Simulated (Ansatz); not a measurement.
The system is CdO2.

```
CELL_PARAMETERS angstrom
3.47623 0.00000 0.00000
-1.73811 3.01050 0.00000
0.00000 0.00000 4.14808
ATOMIC_POSITIONS crystal
Cd 0.00000 0.00000 0.00000
O 0.33333 0.66667 0.24422
O 0.66667 0.33333 0.75578
```

The cell comes from a database or a generator and needn't be the stable form of this composition.

* Program: Ansatz 0.2.0
* Task: relaxation of cell and atoms
* Functional: PBEsol
* Dispersion: D3(BJ)-ATM
* Potentials or basis: Ansatz PAW
* Cutoff: 420 eV (not typed: the program's choice for these potentials)
* k mesh: 9 × 9 × 7
* Occupations: fermi-dirac, width 0.05 eV
* Spin: no spin polarisation

At the start: volume 14.47 Å³/atom.

Q: Where does the relaxation end?

A: It ends after 10 steps and the volume is 11.45 Å³/atom (-20.9 %); space group P-3m1 (No. 164, to 0.05 Å).

The path:
```csv
step,energy change (eV),largest force (eV/Å),volume (Å³)
1,0.0000,0.3153,43.41
2,-0.2735,0.0866,38.69
3,-0.3861,0.1546,35.63
4,-0.4115,0.0774,33.80
5,-0.4143,0.0474,34.57
6,-0.4148,0.0089,34.56
7,-0.4147,0.0009,34.57
8,-0.4026,0.0016,34.57
9,-0.4041,0.0003,34.34
10,-0.4030,0.0003,34.34
```

Final structure:
```cif
data_structure
_symmetry_space_group_name_H-M 'P 1'
_symmetry_Int_Tables_number 1
_cell_length_a 3.3400
_cell_length_b 3.3400
_cell_length_c 3.5546
_cell_angle_alpha 90.000
_cell_angle_beta 90.000
_cell_angle_gamma 120.000
_cell_volume 34.34
loop_
_atom_site_label
_atom_site_type_symbol
_atom_site_fract_x
_atom_site_fract_y
_atom_site_fract_z
_atom_site_occupancy
Cd1 Cd 0.00000 0.00000 0.00000 1
O1 O 0.33333 0.66667 0.28447 1
O2 O 0.66667 0.33333 0.71553 1
```

Caveat: the volume moved by over 15 % at a fixed basis, so the end points are rough; the plane-wave basis is chosen anew once the cell has moved, so the energies of steps on either side of that aren't comparable; the pressure holds a Pulay correction of +0.8 GPa for the finite cutoff; pairwise dispersion overbinds metals, which lowers pressure and volume; the PAW data sets come from PBE, with cores solved anew for the run's functional, which leaves a small shift of forces and pressure.
